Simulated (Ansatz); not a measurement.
**I, one cell by several methods**

```yaml
crystal:
  lattice:
    - [-1.59560, 1.59560, 4.20717]
    - [1.59560, -1.59560, 4.20717]
    - [1.59560, 1.59560, -4.20717]
  atoms:
    - { symbol: I, position: [0.00000, 0.00000, 0.00000] }
```

The cell is the one relaxed in the Materials Project (mp-601148), not relaxed further here; entries there can be hypothetical. The listed cell was then made from it by scaling, straining or moving an atom.

No spin–orbit coupling, which matters for the heavy atoms here.

Methods: DFT, PBE, PAW with Ansatz's default frozen-core files, scalar-relativistic (Ansatz 0.2.0); DFT, PBE, all-electron LAPW, scalar-relativistic (Ansatz 0.2.0).

For PAW: a Γ-centred 18×18×18 k mesh, Fermi–Dirac smearing of 0.08 eV, cutoff 420 eV, no spin polarisation. LAPW targets a basis error of 1 meV/atom. The Ansatz runs share mesh, smearing and spin set-up. Plane-wave (PAW) pressures include the program's estimate of the Pulay term.

Stress and pressure are positive in compression.

The cell's volume is scaled by 0.96.

```json
{"quantity": "pressure (GPa)", "PAW": "1.16", "LAPW": "1.17"}
{"quantity": "stress xx (GPa)", "PAW": "1.63", "LAPW": "1.64"}
{"quantity": "stress zz (GPa)", "PAW": "0.23", "LAPW": "0.24"}
```

PAW's pressure differs from the LAPW value by about 0.01 GPa or less.
